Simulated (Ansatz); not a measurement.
Here is an Ansatz 0.2.0 calculation.

The input input.yaml:

```yaml
crystal:
  lattice:
    - [-1.443, 1.443, 1.443]
    - [1.443, -1.443, 1.443]
    - [1.443, 1.443, -1.443]
  atoms:
    - { symbol: Fe, position: [0.0, 0.0, 0.0], spin: 3.0 }
kpoints:
  mp_grid: { grid: [13, 13, 13] }
scf:
  occupations: { method: gaussian, width: 0.012 }
hamiltonian:
  xc: pbe
  pseudopotentials: { kind: all_electron, lapw: { basis_error: 0.001 } }
magnetization:
  spin_polarized: true
output:
  forces: true
  stress: true
  eigenvalues: true
```

Potentials or basis: all-electron LAPW, scalar-relativistic.

The run is started by

```bash
$ ansatz run input.yaml --threads 2 --pin off --max-ram 6144MiB --backend cpu --events-out ev --progress --plain --runs-dir out
```

Question: Estimate the net moment.

Answer: 2.24 μB per cell.

Question: What does it give for the site moments?

Answer: Fe +2.30 μB.

Question: What does it give for the pressure?

Answer: -9.8 GPa.
